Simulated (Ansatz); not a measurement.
ZnTe (zinc blende)

```yaml
crystal:
  lattice:
    - [0.00000, 3.05735, 3.05735]
    - [3.05735, 0.00000, 3.05735]
    - [3.05735, 3.05735, 0.00000]
  atoms:
    - { symbol: Te, position: [0.75000, 0.75000, 0.75000] }
    - { symbol: Zn, position: [0.00000, 0.00000, 0.00000] }
```

The slice is a {111} plane (indices of the conventional cell) through the point (0.750, 0.750, 0.750) (fractional), spanned by u = [100] and v = [-1 2 0] in vectors of this cell: u (4.32 Å) and v (7.49 Å, at 90° to u). It covers one period; positions are fractions (u, v).

The numbers are results of r2SCAN (plane waves to 500 eV, PAW, scalar-relativistic; Ansatz, a program for electronic structure), not measurements. k mesh 9×9×9. Inside the PAW spheres the values are not all-electron values, and peaks at nuclei hang on which shells count as valence. Spin-orbit coupling is left out, though Te is heavy. The PAW data are Ansatz's earlier set. ZnTe was relaxed with its symmetry unable to fall.

### Question
Predict the map of the valence electron density on the slice.

### Answer
```
|998855443311111133445588|
|665544332211001122334455|
|444433221100000011223344|
|333322221100000011222233|
|333322221111111111222233|
|443333222222222222223333|
|444433333344444433333344|
|333333444455665544443333|
|223333445588998855443333|
|222233446699999966443322|
|111133445588998855443311|
|001122334455665544332211|
|000011223344444433221100|
|000011222233333322221100|
|111111222233333322221111|
|222222223333443333222222|
|444433333344444433333344|
|665544443333333333444455|
|998855443333223333445588|
|999966443322222233446699|
```
Scale: ten equal steps from -1.71 (start of '0') to 1.28 (end of '9'), in the order '0123456789'. Values: log₁₀ of the valence density in e/Å³. The map has 12 points along u (two characters each, u = 0 at the left) and 20 along v (v = 0 in the bottom row). The scale is logarithmic, as a density can span decades between atoms and voids.
